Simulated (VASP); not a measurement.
# Rh (Fm-3m) in VASP: relaxation of cell and atoms with PBE

Aim: the relaxation of cell and atoms of Rh with PBE.

All numbers are computed with VASP 6.6.1; they aren't measurements. Logs are shortened: lines on timing, memory, paths and dates and some standing lists are left out, and cuts for length are marked.

### Step 1. Starting point

It takes space group Fm-3m (No. 225, cubic). Conventional cell: a = 3.830 Å, b = 3.830 Å, c = 3.830 Å, α = 90.00°, β = 90.00°, γ = 90.00°. Rh (site symmetry m-3m) has 12 Rh at 2.71 Å as nearest neighbours.

### Step 2. Relaxation of cell and atoms, PBE

Input file INCAR:

```
  ALGO = Normal
  EDIFF = 1E-7
  EDIFFG = -0.005
  ENCUT = 600
  GGA = PE
  IBRION = 2
  ISIF = 3
  ISMEAR = 1
  LASPH = T
  LCHARG = F
  LREAL = F
  LWAVE = F
  NELM = 80
  NSW = 90
  PREC = Accurate
  SIGMA = 0.1
```

Input file KPOINTS:

```
k-points
0
Gamma
  16 16 16
```

Input file POSCAR:

```
Rh                                      
1.0
    0.0000000000      1.9151000113      1.9151000113
    1.9151000113      0.0000000000      1.9151000113
    1.9151000113      1.9151000113      0.0000000000
  Rh            
     1
Direct
     0.0000000000000000    0.0000000000000000    0.0000000000000000
```

Potentials or basis: VASP PAW PBE potentials, release 64 (Rh_pv).

Command:

```console
$ cat potpaw_PBE.64/Rh_pv/POTCAR > POTCAR
$ mpirun -np 1 vasp_std > vasp.out
```

OUTCAR:

```text
EDIFF = 1E-7
   EDIFFG = -0.005
   ENCUT = 600
   GGA = PE
   IBRION = 2
   ISIF = 3
   ISMEAR = 1
   LASPH = T
   LREAL = F
   NELM = 80
   NSW = 90
   PREC = Accurate

 ion  position               nearest neighbor table
   1  0.000  0.000  0.000-

  LATTYP: Found a face centered cubic cell.
 ALAT       =     3.8302000226

  Lattice vectors:

 A1 = (   0.0000000000,   1.9151000113,   1.9151000113)
 A2 = (   1.9151000113,   0.0000000000,   1.9151000113)
 A3 = (   1.9151000113,   1.9151000113,   0.0000000000)

Analysis of symmetry for initial positions (statically):
=====================================================================
 Subroutine PRICEL returns:
 Original cell was already a primitive cell.

 Routine SETGRP: Setting up the symmetry group for a
 face centered cubic supercell.

 Subroutine GETGRP returns: Found 48 space group operations
 (whereof 48 operations were pure point group operations)
 out of a pool of 48 trial point group operations.

The static configuration has the point symmetry O_h .

Analysis of symmetry for dynamics (positions and initial velocities):
=====================================================================
 Subroutine PRICEL returns:
 Original cell was already a primitive cell.

 Routine SETGRP: Setting up the symmetry group for a
 face centered cubic supercell.

 Subroutine GETGRP returns: Found 48 space group operations
 (whereof 48 operations were pure point group operations)
 out of a pool of 48 trial point group operations.

The dynamic configuration has the point symmetry O_h .

 Subroutine INISYM returns: Found 48 space group operations
 (whereof 48 operations are pure point group operations),
 and found     1 'primitive' translations

----------------------------------------------------------------------------------------

                                     Primitive cell

  volume of cell :      14.0477

  direct lattice vectors                    reciprocal lattice vectors
     0.000000000  1.915100011  1.915100011    -0.261082971  0.261082971  0.261082971
     1.915100011  0.000000000  1.915100011     0.261082971 -0.261082971  0.261082971
     1.915100011  1.915100011  0.000000000     0.261082971  0.261082971 -0.261082971

  length of vectors
     2.708360409  2.708360409  2.708360409     0.452208970  0.452208970  0.452208970

  position of ions in fractional coordinates (direct lattice)
     0.000000000  0.000000000  0.000000000

  ion indices of the primitive-cell ions
   primitive index   ion index
                 1           1

----------------------------------------------------------------------------------------

 KPOINTS: k-points

Automatic generation of k-mesh.
 Grid dimensions read from file:
 generate k-points for:   16   16   16

 Generating k-lattice:

  Cartesian coordinates                     Fractional coordinates (reciprocal lattice)
    -0.016317686  0.016317686  0.016317686     0.062500000  0.000000000  0.000000000
     0.016317686 -0.016317686  0.016317686     0.000000000  0.062500000  0.000000000
     0.016317686  0.016317686 -0.016317686     0.000000000  0.000000000  0.062500000

  Length of vectors
     0.028263061  0.028263061  0.028263061

  Shift w.r.t. Gamma in fractional coordinates (k-lattice)
     0.000000000  0.000000000  0.000000000

 Subroutine IBZKPT returns following result:
 ===========================================

 Found    145 irreducible k-points:

 Following reciprocal coordinates:
            Coordinates               Weight
  0.000000  0.000000  0.000000      1.000000
  0.062500  0.000000  0.000000      8.000000
  0.125000  0.000000  0.000000      8.000000
  0.187500  0.000000  0.000000      8.000000
  0.250000  0.000000  0.000000      8.000000
  0.312500  0.000000  0.000000      8.000000
[... 16 lines left out ...]
 -0.125000  0.062500  0.000000     24.000000
 -0.062500  0.062500  0.000000     12.000000
 [... further k-points ...]
   k-points           NKPTS =    145   k-points in BZ     NKDIM =    145   number of bands    NBANDS=     11
   number of dos      NEDOS =    301   number of ions     NIONS =      1
   total plane-waves  NPLWV =  13824
   dimension x,y,z NGX =    24 NGY =   24 NGZ =   24
   dimension x,y,z NGXF=    48 NGYF=   48 NGZF=   48
   ions per type =               1
   NGX,Y,Z   is equivalent  to a cutoff of  14.73, 14.73, 14.73 a.u.
   NGXF,Y,Z  is equivalent  to a cutoff of  29.46, 29.46, 29.46 a.u.
 SYSTEM =  unknown system
   PREC   = accura    normal or accurate (medium, high low for compatibility)
   ISTART =      0    job   : 0-new  1-cont  2-samecut
   ICHARG =      2    charge: 1-file 2-atom 10-const
   ISPIN  =      1    spin polarized calculation?
   LNONCOLLINEAR =      F non collinear calculations
   LSORBIT =      F    spin-orbit coupling
   LASPH  =      T    aspherical Exc in radial PAW
   ENCUT  =  600.0 eV  44.10 Ry    6.64 a.u.   5.41  5.41  5.41*2*pi/ulx,y,z
   NELM   =     80;   NELMIN=  2; NELMDL= -5     # of ELM steps
   EDIFF  = 0.1E-06   stopping-criterion for ELM
   LREAL  =      F    real-space projection
   EDIFFG = -.5E-02   stopping-criterion for IOM
   NSW    =     90    number of steps for IOM
   IBRION =      2    ionic relax: 0-MD 1-quasi-New 2-CG
   NFREE  =      1    steps in history (QN), initial steepest desc. (CG)
   ISIF   =      3    stress and relaxation
   ISYM   =      2    0-nonsym 1-usesym 2-fastsym
   POTIM  = 0.5000    time-step for ionic-motion
   TEBEG  =    0.0;   TEEND  =   0.0 temperature during run
   PSTRESS=    0.0 pullay stress
   NELECT =      15.0000    total number of electrons
   NUPDOWN=      -1.0000    fix difference up-down
   EMIN   =  10.00;   EMAX   =-10.00  energy-range for DOS
   EFERMI =   0.00;   METHOD = LEGACY
   ISMEAR =     1;   SIGMA  =   0.10  broadening in eV -4-tet -1-fermi 0-gaus
   EFERMI_NEDOS =   21; number of points for ismear=-14 and -15
   IALGO  =     38    algorithm
   IMIX   =      4    mixing-type and parameters
     AMIX     =   0.40;   BMIX     =  1.00
     AMIX_MAG =   1.60;   BMIX_MAG =  1.00
  volume/ion in A,a.u.               =      14.05        94.80
  Fermi-wavevector in a.u.,A,eV,Ry     =   1.673287  3.162054 38.094812  2.799890
  Thomas-Fermi vector in A             =   2.758285
   LORBIT       =      0    0 simple, 1 ext, 2 COOP (PROOUT), +10 PAW based schemes
   GGA     = PE    functional components
   LHFCALC =     F    Hartree Fock is set to
   AEXX    =    0.0000 exact exchange contribution
   IVDW    =     0    specifies the selected vdW correction
   LEPSILON=     F    determine dielectric tensor
   LRPA    =     F    only Hartree local field effects (RPA)
 conjugate gradient relaxation of ions
 non-spin polarized calculation
 Methfessel and Paxton  Order N= 1 SIGMA  =   0.10
  energy-cutoff  :      600.00
  volume of cell :       14.05
 maximum number of plane-waves:       489
 NGX is ok and might be reduce to    24
   NGX = 11   NGY = 11   NGZ = 11

--------------------------------------- Ionic step        1  -------------------------------------------

 number of electron      15.0000000 magnetization

 Free energy of the ion-electron system (eV)
  ---------------------------------------------------
  ext. energy  EPLUGINS =         0.00000000
  ---------------------------------------------------
  free energy    TOTEN  =        -7.25787518 eV

  energy without entropy =       -7.25760675  energy(sigma->0) =       -7.25778570

------------------------ aborting loop because EDIFF is reached ----------------------------------------

  FORCE on cell =-STRESS in cart. coord.  units (eV):
  Direction    XX          YY          ZZ          XY          YZ          ZX
  --------------------------------------------------------------------------------------
  -------------------------------------------------------------------------------------
  Total       -0.0119681     -0.0119681     -0.0119681      0.0000000      0.0000000     -0.0000000
  in kB       -1.3649957     -1.3649957     -1.3649957      0.0000000      0.0000000     -0.0000000
  external PRESSURE =      -1.3649957 kB  Pullay stress =       0.0000000 kB
[... 55 lines left out ...]
  energy  without entropy=       -7.2575954786  energy(sigma->0) =       -7.25777414

--------------------------------------- Ionic step        3  -------------------------------------------

 number of electron      15.0000000 magnetization

 Free energy of the ion-electron system (eV)
  ---------------------------------------------------
  ext. energy  EPLUGINS =         0.00000000
  ---------------------------------------------------
  free energy    TOTEN  =        -7.25787887 eV

  energy without entropy =       -7.25761060  energy(sigma->0) =       -7.25778945

 E-fermi :  11.5064     XC(G=0): -13.8964

 val. band max:       11.5012253045   @ k =   0.4375   0.1250   0.0625
 cond. band min:      11.5106368639   @ k =  -0.3750   0.2500   0.0000
 fundamental gap:      0.0094115593
 Fermi energy:        11.5063857772

 k-point     1 :       0.0000    0.0000    0.0000
  band No.  band energies     occupation
      1     -34.8182      2.00000
      2     -34.8182      2.00000
      3     -34.8182      2.00000
      4       3.7188      2.00000
      5       8.5454      2.00000
      6       8.5454      2.00000
      7       8.5454      2.00000
      8      10.5634      2.00000
      9      10.5634      2.00000
     10      27.5324      0.00000
     11      32.1214      0.00000
[... 309 lines left out ...]
 k-point    24 :      -0.0625    0.0625    0.0000
  band No.  band energies     occupation
      1     -34.8825      2.00000
      2     -34.8377      2.00000
      3     -34.8233      2.00000
      4       4.1230      2.00000
      5       8.3527      2.00000
      6       8.6870      2.00000
      7       8.7329      2.00000
      8      10.3840      2.00000
      9      10.5883      2.00000
     10      28.0888      0.00000
     11      31.1870      0.00000

 [... further k-points ...]

------------------------ aborting loop because EDIFF is reached ----------------------------------------

  FORCE on cell =-STRESS in cart. coord.  units (eV):
  Direction    XX          YY          ZZ          XY          YZ          ZX
  --------------------------------------------------------------------------------------
  -------------------------------------------------------------------------------------
  Total        0.0008286      0.0008286      0.0008286     -0.0000000      0.0000000     -0.0000000
  in kB        0.0945567      0.0945567      0.0945567     -0.0000000      0.0000000     -0.0000000
  external PRESSURE =       0.0945567 kB  Pullay stress =       0.0000000 kB
[... 16 lines left out ...]
  FREE ENERGIE OF THE ION-ELECTRON SYSTEM (eV)
  ---------------------------------------------------
  free  energy   TOTEN  =        -7.2578788692 eV

  energy  without entropy=       -7.2576105981  energy(sigma->0) =       -7.25778945

 reached required accuracy - stopping structural energy minimisation
```

Run time: 16 s. Hardware: 1 thread of Intel Xeon 6975P-C (Granite Rapids), shared host; peak memory 0.16 GiB.

What came out:

| Quantity | Value |
| --- | --- |
| Free energy | -7.2579 eV |
| Relaxed volume | 14.04 Å³/atom |
| Relaxed cell | a = 2.708 Å, b = 2.708 Å, c = 2.708 Å, α = 60.00°, β = 60.00°, γ = 60.00° |
| Space group after relaxing (to 0.05 Å) | Fm-3m (No. 225) |
| Energy gained by relaxing | 0.0 meV/atom |
| Ionic steps | 3 |
| Pressure after relaxing | 0.0 GPa |
| Band gap on the k mesh | none (metal or under the smearing width) |

Final structure:
```
CELL_PARAMETERS angstrom
0.00000 1.91473 1.91473
1.91473 0.00000 1.91473
1.91473 1.91473 0.00000
ATOMIC_POSITIONS crystal
Rh 0.00000 0.00000 0.00000
```

Levels at points of the mesh, in eV from the Fermi level:
```
           k point  band 4  band 5  band 6  band 7  band 8  band 9  band 10  band 11
(0.00, 0.00, 0.00)   -7.79   -2.96   -2.96   -2.96   -0.94   -0.94    16.03    20.62
(0.50, 0.00, 0.00)   -5.93   -3.03   -3.03    0.57    0.57    0.77     8.45    15.52
(0.50, 0.50, 0.00)   -6.10   -5.74    0.54    0.97    0.97    3.26    12.03    13.22
```
